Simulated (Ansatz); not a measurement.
Start from `O=CC[SiH3]` and change one atom or group to get `CCC=O`.

Ansatz, PBE0-D4/def2-TZVP geometries, multiplicity 1. Each molecule was computed in one conformer, which needn't be the lowest.

```csv
property,`O=CC[SiH3]`
"ideal-gas entropy at 298 K and 1 bar (rigid rotor, harmonic PBE0-D4/def2-TZVP) / J/(mol·K)",318
zero-point energy (PBE0-D4/def2-TZVP) / kJ/mol,185.7
HOMO–LUMO gap (PBE0/def2-TZVPP) / eV,6.83
size of the dipole moment (ωB97M-V/def2-TZVPP) / D,2.75
LUMO energy (PBE/def2-TZVPP) / eV,-2.10
LUMO energy (ωB97M-V/def2-TZVPP) / eV,1.46
```

**Question.** What does the change do to each property? (Estimate.)

**Answer.** Ansatz gave: 
```json
{"property": "ideal-gas entropy at 298 K and 1 bar (rigid rotor, harmonic PBE0-D4/def2-TZVP) / J/(mol·K)", "`CCC=O`": "297", "shift": "-21"}
{"property": "zero-point energy (PBE0-D4/def2-TZVP) / kJ/mol", "`CCC=O`": "221.8", "shift": "36.1"}
{"property": "HOMO–LUMO gap (PBE0/def2-TZVPP) / eV", "`CCC=O`": "6.69", "shift": "-0.14"}
{"property": "size of the dipole moment (ωB97M-V/def2-TZVPP) / D", "`CCC=O`": "2.91", "shift": "0.16"}
{"property": "LUMO energy (PBE/def2-TZVPP) / eV", "`CCC=O`": "-1.89", "shift": "0.21"}
{"property": "LUMO energy (ωB97M-V/def2-TZVPP) / eV", "`CCC=O`": "1.59", "shift": "0.13"}
```

With PBE0 the HOMO rises by 0.32 eV and the LUMO rises by 0.19 eV, so the gap narrows by about 0.13 eV. PBE moves the HOMO by 0.34 eV and ωB97M-V by 0.32 eV. Dipoles are sizes alone; their direction can turn.

Positive LUMOs are unbound, so they and the gaps depend on the basis.
